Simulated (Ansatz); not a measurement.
hcp against bcc along group 13

Level of theory: DFT, RPBE, plane waves (420 eV) with PAW, scalar-relativistic (Ansatz). The PAW files were generated under PBE, with cores re-solved for the functional.

Each structure is relaxed within its symmetry, in the lowest magnetic state of the tried starts. Differences under about 8 meV lie within the error of the k-point mesh. Some of these cells lie far above the measured volume under this functional.

| element | E(hcp) − E(bcc) (meV/atom) | V(hcp) (Å³/atom) | V(bcc) (Å³/atom) | state of hcp | state of bcc |
| --- | --- | --- | --- | --- | --- |
| Al | -60 | 16.93 | 17.27 | spin not included | spin not included |
| Ga | -3 | 19.83 | 19.92 | spin not included | spin not included |
| In | -5 | 29.04 | 29.19 | spin not included | spin not included |
| Tl | -5 | 33.83 | 33.82 | spin not included | spin not included |
